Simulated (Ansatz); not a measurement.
## InPd under changes of volume

One of the cells (17.513 Å³/atom); the others are scaled copies at fixed shape and fractional positions:

```
In Pd
1.0
     3.27188    0.00000    0.00000
     0.00000    3.27188    0.00000
     0.00000    0.00000    3.27188
In Pd
1 1
Cartesian
  0.0000 0.0000 0.0000
  1.6359 1.6359 1.6359
```

The cell comes from a database or a generator and needn't be the stable form of this composition.

```yaml
Program: Ansatz 0.2.0
Functional: PBE
Potentials_or_basis: all-electron LAPW, scalar-relativistic
Cutoff: 269 eV (chosen from the basis error)
Basis_error_allowed: 0.0005 eV/atom
k_mesh: 8 × 8 × 8
Occupations: fermi-dirac, width 0.05 eV
Spin: no spin polarisation
```

```tsv
volume (Å³/atom)	energy over the lowest point (meV/atom)	pressure (GPa)
16.462	58.70	13.4
16.813	33.56	9.7
17.163	15.99	6.5
17.513	?	?
17.863	0.00	1.1
18.214	0.10	-1.1
18.564	4.83	-3.1
```

Problem. What does the run at 17.513 Å³/atom give?

Solution. Energy over the lowest point 5.08 meV/atom; pressure 3.6 GPa.

Worked out: A Birch-Murnaghan fit of order 3 (a polynomial in V^(-2/3)) to the other rows has its minimum at 18.03 Å³/atom with B0 = V·E''(V) = 115 GPa and B' = 5.3. It gives 5.06 meV/atom at 17.513 Å³/atom, against the run's 5.08, and -dE/dV = 3.6 GPa, against 3.6.

Energies are extrapolated to zero smearing.
